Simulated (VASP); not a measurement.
# ZnS, energy along a vibration (SMASS = -2): which settings are enough?

ZnS, atoms displaced along the mode, 2 atoms in the cell. PBE, energy along a line of displacements; PAW potentials Zn, S (PBE set). VASP 6.6.1.

Wanted: harmonic frequency within 1 %.

Mode: optical mode at Gamma along x.

POSCAR of the starting run:
```
ZnS
1.0
    0.0000000000      2.7020000000      2.7020000000
    2.7020000000      0.0000000000      2.7020000000
    2.7020000000      2.7020000000      0.0000000000
Zn S
1 1
Direct
    0.2548708066      0.2451291934      0.2451291934
   -0.0099330424      0.0099330424      0.0099330424

    0.0065804598   0.0000000000   0.0000000000
   -0.0134195402   0.0000000000   0.0000000000
```

The series start from k mesh: 5 × 5 × 5; Cutoff (eV): 360; Step along the mode (Å): 0.02; Electronic threshold (eV): 1e-7; Precision and projection: Accurate, reciprocal space. Each series keeps the choices made before it, and each single choice may use up half of a tolerance.

## k mesh

| k mesh | Harmonic frequency (THz) | Time (s) |
|---|---|---|
| 3 × 3 × 3 | 8.123 | 15 |
| 4 × 4 × 4 | 8.114 | 20 |
| 5 × 5 × 5 | 8.108 | 23 |
| 6 × 6 × 6 | 8.116 | 39 |
| 8 × 8 × 8 (reference) | 8.111 | 80 |

Chosen: 3 × 3 × 3, the loosest value from which every tighter one stays within half of the tolerance.

## Cutoff (eV)

| Cutoff (eV) | Harmonic frequency (THz) | Time (s) |
|---|---|---|
| 200 | 8.344 | 10 |
| 240 | 8.153 | 11 |
| 280 | 8.102 | 14 |
| 320 | 8.11 | 13 |
| 360 | 8.123 | 15 |
| 420 (reference) | 8.143 | 21 |

Chosen: 320.

## Electronic threshold (eV)

| Electronic threshold (eV) | Harmonic frequency (THz) | Time (s) |
|---|---|---|
| 0.001 | 8.117 | 11 |
| 0.0001 | 8.122 | 12 |
| 1e-5 | 8.122 | 12 |
| 1e-6 | 8.122 | 13 |
| 1e-7 | 8.122 | 16 |
| 1e-8 (reference) | 8.122 | 19 |

Chosen: 0.001.

## Precision and projection

| Precision and projection | Harmonic frequency (THz) | Time (s) |
|---|---|---|
| Accurate, reciprocal space | 8.117 | 11 |
| Normal, reciprocal space | 8.117 | 9.1 |
| Normal, Auto | 8.132 | 9.8 |

Chosen: Normal, reciprocal space; it saves 1.9 s of 11, so Accurate, reciprocal space would do nearly as well.

Also changed on the way, by series that aren't shown: Step along the mode (Å): 0.08.

## All choices together

| Input | Harmonic frequency (THz) | Time (s) |
|---|---|---|
| defaults on a coarse mesh (naive) | 8.058 | 2.6 |
| chosen settings | 8.117 | 9.1 |
| reference settings throughout | 8.122 | 168 |

The tolerance is met.

## The input

INCAR:
```
ALGO = Normal
EDIFF = 0.001
ENCUT = 320
GGA = PE
IBRION = 0
ISMEAR = 0
ISYM = 0
KPAR = 2
LASPH = True
LCHARG = False
LREAL = False
LWAVE = False
NELMIN = 4
NSW = 9
POTIM = 1
PREC = Normal
SIGMA = 0.03
SMASS = -2
```

KPOINTS:
```
Automatic mesh
0
Gamma
  3 3 3
  0 0 0
```

POSCAR:
```
ZnS
1.0
    0.0000000000      2.7020000000      2.7020000000
    2.7020000000      0.0000000000      2.7020000000
    2.7020000000      2.7020000000      0.0000000000
Zn S
1 1
Direct
    0.2694832266      0.2305167734      0.2305167734
   -0.0397321694      0.0397321694      0.0397321694

    0.0263218391   0.0000000000   0.0000000000
   -0.0536781609   0.0000000000   0.0000000000
```

Commands:
```
cat potpaw_PBE.64/Zn/POTCAR potpaw_PBE.64/S/POTCAR > POTCAR
mpirun -np 2 vasp_std > vasp.out
```

The naive input happens to agree within the tolerance here, in 2.6 s.

Limits: NELMIN = 4 forces that many electronic steps, so a loose EDIFF looks better here than it is.

The chosen input took VASP 6.6.1 9.1 s on 2 cores (Intel Xeon Platinum 8259CL @ 2.50GHz (Skylake/Cascade Lake)), a shared host.

## An input that fails: SMASS left out, so the atoms move under their forces

It runs to its end, but against the unchanged starting input it is off by 2.7 % in the harmonic frequency.

Changes against the starting input:
```
- SMASS = -2
```
